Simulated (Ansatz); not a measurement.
**Se, trigonal (grey) selenium: geometry optimisation**

The calculation used DFT, r2SCAN, plane waves (500 eV) with PAW, scalar-relativistic (Ansatz). The PAW files were generated under PBE, with cores re-solved for the functional.

k-point mesh 5×5×4, Fermi-Dirac smearing 0.05 eV, no spin polarisation. Cell and atoms relax.

Starting structure:

```yaml
crystal:
  lattice:
    - [4.3661999489, 0.0, 0.0]
    - [-2.1830999745, 3.7812400738, 0.0]
    - [0.0, 0.0, 4.9536]
  atoms:
    - { symbol: Se, position: [0.2254, 0.0, 0.3333333333] }
    - { symbol: Se, position: [0.0, 0.2254, 0.6666666667] }
    - { symbol: Se, position: [0.7746, 0.7746, 0.0] }
hamiltonian:
  xc: r2scan
  pseudopotentials:
    kind: paw
    azcp:
      Se: "pseudopotentials/Se.paw.azcp"
basis:
  ecutwfc: 500
  fft_grid_basis: typed
kpoints:
  mp_grid: { grid: [5, 5, 4], shift: [0, 0, 0] }
magnetization:
  spin_polarized: false
scf:
  occupations: { method: fermi_dirac, width: 0.05 }
relax:
  max_steps: 60
  f_tol: 0.01
  cell: {}
```

Question: What cell does the relaxation end in?

Answer: P3_121 with a = 4.493 Å, c = 4.992 Å (c/a = 1.111); 29.09 Å³ per atom against 27.26 at the start (6.7 %).

Question: How much energy does the relaxation gain?

Answer: 5.5 meV per atom.
